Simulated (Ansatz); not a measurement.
C (lonsdaleite), relaxed with r2SCAN in Ansatz. Space group P6_3/mmc (No. 194), hexagonal; conventional cell a = 2.503 Å, c = 4.169 Å, 5.66 Å³ an atom. C is surrounded by 4 C at 1.54–1.56 Å.

The axes x, y and z are those of this cell:
```
CELL_PARAMETERS angstrom
2.50320 0.00000 0.00000
-1.25160 2.16783 0.00000
0.00000 0.00000 4.16887
ATOMIC_POSITIONS crystal
C 0.33333 0.66667 0.00023
C 0.66667 0.33333 0.50023
C 0.33333 0.66667 0.37477
C 0.66667 0.33333 0.87477
```

Unstrained: With PBE the valence top lies at Γ and the conduction bottom at K, 3.323 eV higher; the smallest vertical gap, at Γ, is 4.995 eV. r2SCAN gives an indirect gap of 3.596 eV, from Γ to K; the least direct gap is 5.241 eV at Γ. HSE06 gives an indirect gap of 4.377 eV, from Γ to K; the least direct gap is 6.340 eV at Γ. Meshes: PBE 12×12×6, r2SCAN 12×12×6, HSE06 9×9×4. Strains are changes of length per length, and xy shears are angles. After each strain the atoms were relaxed again with r2SCAN within the symmetry that the strain leaves, so tilts or polar shifts that break it weren't tested; points keep the names that they have in the unstrained zone. Spin-unpolarised throughout; all numbers are computed.

**Question.** Estimate what uniaxial -5.0 % along x, other directions held does to the gap.

**Answer.** PBE: the gap goes from 3.323 to 2.774 eV (-0.549 eV); the edges go from Γ → K to Γ → Γ–K (0.99); with r2SCAN the top three valence levels at Γ, grouped 2+1 from the top over 499 meV, become 1+1+1 over 925 meV. r2SCAN: the gap goes from 3.596 to 3.043 eV (-0.553 eV); the edges go from Γ → K to Γ → Γ–K (0.99). HSE06: the gap goes from 4.377 to 3.832 eV (-0.545 eV); the edges go from Γ → K to Γ → Γ–K (0.99). The r2SCAN energy rises by 61.1 meV an atom.

**Question.** Apply uniaxial -1.0 % along z, other directions held. How far does the gap move, against the unstrained cell?

**Answer.** PBE: the gap goes from 3.323 to 3.296 eV (-0.027 eV); with r2SCAN the top three valence levels at Γ, grouped 2+1 from the top over 499 meV, become 2+1 over 521 meV. r2SCAN: the gap goes from 3.596 to 3.568 eV (-0.028 eV). HSE06: the gap goes from 4.377 to 4.347 eV (-0.030 eV). The r2SCAN energy rises by 2.4 meV an atom.

**Question.** Estimate what isotropic -3.0 % on every length does to the gap.

**Answer.** PBE: the gap goes from 3.323 to 2.931 eV (-0.392 eV); with r2SCAN the top three valence levels at Γ, grouped 2+1 from the top over 499 meV, become 2+1 over 658 meV. r2SCAN: the gap goes from 3.596 to 3.211 eV (-0.385 eV). HSE06: the gap goes from 4.377 to 3.981 eV (-0.396 eV). The r2SCAN energy rises by 69.9 meV an atom.

**Question.** Apply xy shear, engineering strain (angle) +5.0 %. How far does the gap move, against the unstrained cell?

**Answer.** PBE: the gap goes from 3.323 to 3.139 eV (-0.184 eV); the edges go from Γ → K to Γ → (1/3, 0.339, 0); with r2SCAN the top three valence levels at Γ, grouped 2+1 from the top over 499 meV, become 1+1+1 over 683 meV. r2SCAN: the gap goes from 3.596 to 3.406 eV (-0.190 eV); the edges go from Γ → K to Γ → (1/3, 0.339, 0). HSE06: the gap goes from 4.377 to 4.201 eV (-0.176 eV); the edges go from Γ → K to Γ → (1/3, 0.339, 0). The r2SCAN energy rises by 25.4 meV an atom.

Where an edge lies off the special points, it is a point of the mesh or the k point where a search put PBE's edge or least direct gap, reused for the other functionals, whose own edges may lie a little apart.

The meshes of the hybrids are coarse, so their gaps aren't converged to the digits shown.

The splittings at Γ are without spin-orbit coupling, which regroups them where it is of like size or larger.
